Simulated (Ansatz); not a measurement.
**Surface calculation: diamond Si (100), 4 layers**

The slab is cut from the diamond crystal, the stable phase, as relaxed on PAW files (20.47 Å³/atom), with 16 Å of vacuum and a dipole correction:

```
CELL_PARAMETERS angstrom
3.86854 0.00000 0.00000
0.00000 3.86854 0.00000
0.00000 0.00000 20.10320
ATOMIC_POSITIONS crystal
Si 0.00000 0.25000 0.39795
Si 0.50000 0.25000 0.46598
Si 0.50000 0.75000 0.53402
Si 0.00000 0.75000 0.60205
```

Computed with Ansatz 0.2.0; functional PBE, scalar-relativistic. Settings: a Γ-centred 7×7×1 k mesh, Fermi–Dirac smearing of 0.02 eV, no spin polarisation. Methods: LAPW: all electrons, basis error target 1 meV/atom; PAW: frozen-core files, cutoff 420 eV.

The bulk energy comes from a cell in the slab's orientation on a 7×7×5 mesh. The surface energy is (E(slab) − N·E(bulk))/2A at zero smearing, the mean of both faces; thin slabs carry quantum-size effects.

Real surfaces of this kind reconstruct, which a 1×1 cell forbids.

**Question.** As cut, the LAPW slab lies 3.692 eV above 4 atoms of bulk. What surface energy is that?

**Answer.** Over two faces of 14.97 Å² it is 123.3 meV/Å², and times 16.02 J/m² per eV/Å² that gives γ = 1.976 J/m².

```tsv
method	γ as cut (J/m²)	γ relaxed (J/m²)	Φ as cut (eV)	Φ relaxed (eV)
LAPW	1.976	1.972	5.34	5.35
```

**Question.** How do the spacings between the planes relax?

**Answer.** From the bottom face up: d12 -1.9 % of 1.368 Å, d23 +2.9 % of 1.368 Å, d34 -1.9 % of 1.368 Å.

**Question.** A field of 0.2 V/Å is applied along the normal, atoms held. What follows?

**Answer.** LAPW finds an induced dipole of 0.1117 e·Å a cell (PAW 0.1118), that is 6.76 Å for 4πα over the area, against 4.09 Å between the outer atoms.

**Question.** What changes if the images along the normal are cut off in place of the dipole correction?

**Answer.** LAPW then gives: no gap, work function 5.35 eV; PAW: no gap, work function 5.35 eV.

**Question.** A 2p core hole is made on one atom of each kind in every 1×1 cell (PAW hole dataset, neutral cell, valence without spin). What does it cost by layer?

**Answer.** layer 1 98.61 eV, layer 2 98.85 eV. Shifts between layers mean more than the absolute values, and a whole layer of holes screens otherwise than one hole.
